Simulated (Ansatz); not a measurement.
**Ga, dhcp: how the functional moves the structure**

All rows: Ansatz, plane waves with scalar-relativistic PAW, 420 eV (500 eV for the SCAN forms), relaxed under each functional, no dispersion correction, no zero-point motion. B₀ comes from uniform scaling at fixed shape; a dash is a value not given.

```
functional  V (Å³/atom)                                     cell  B₀ (GPa)     magnetic state  ΔE to alpha-Ga (Cmce) (meV/atom)
       PBE        18.97   a = 2.994 Å, c = 9.776 Å (c/a = 3.265)        48  spin not included                                24
    r²SCAN        17.91   a = 2.985 Å, c = 9.280 Å (c/a = 3.109)        57  spin not included                               147
    PBEsol        17.75   a = 2.933 Å, c = 9.531 Å (c/a = 3.250)        59  spin not included                                21
       LDA        17.17   a = 2.939 Å, c = 9.180 Å (c/a = 3.123)        64  spin not included                                54
    revPBE        19.49   a = 3.021 Å, c = 9.864 Å (c/a = 3.266)        44  spin not included                                19
      RPBE        19.70   a = 3.031 Å, c = 9.899 Å (c/a = 3.265)        43  spin not included                                18
      BLYP        21.66  a = 3.129 Å, c = 10.215 Å (c/a = 3.264)        31  spin not included                                86
```

LDA gives the smallest volume and BLYP the largest.
